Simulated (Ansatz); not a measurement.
Ag under pressure: fit and missing row

Ag, Fm-3m, a = 4.054 Å. Ansatz: PBEsol, PAW, 420 eV, Γ-centred 18×18×18 mesh on 1 atom, Gaussian smearing 0.10 eV; no spin polarisation. Cell and atoms are relaxed at each pressure, and no other structure is tried, so the rows at high pressure may lie past a change of phase.

| V (Å³/atom) | P (GPa) |
| --- | --- |
| ? | 39.98 |
| 14.788 | 19.99 |
| 15.556 | 10.00 |
| 16.049 | 5.00 |
| 16.399 | 2.00 |
| 16.662 | 0.00 |
| 16.957 | -2.00 |

Question: Take V0 = 16.662 Å³/atom, fit the third-order Birch–Murnaghan form to the other rows, and predict the missing volume.

Answer: With the Eulerian strain f = ½[(V0/V)^(2/3) − 1] and y = P/[3f(1 + 2f)^(5/2)], the form is the line y = B0 + 1.5 B0 (B0′ − 4) f. Rows (f, y): 0.04140, 131.9; 0.02343, 126.9; 0.01265, 123.8; 0.00533, 121.8; -0.00582, 117.9. Means f = 0.01540, y = 124.46; Σ(Δf)² = 0.001300, ΣΔfΔy = 0.3808; the slope is their ratio. y = 119.9 + 293.0 f GPa, so B0 = 119.9 GPa and B0′ = 4 + 2 × (293.0)/(3 × 119.9) = 5.63. P = 39.98 GPa is met at f = 0.06889 (y = 140.08), so V = V0 (1 + 2f)^(−3/2) = 13.729 Å³/atom. The run gave 13.721 Å³/atom, so the fit is 0.008 Å³/atom too high, a small miss on the scale of the series. The form still works here, 91 % of the fitted range beyond its end.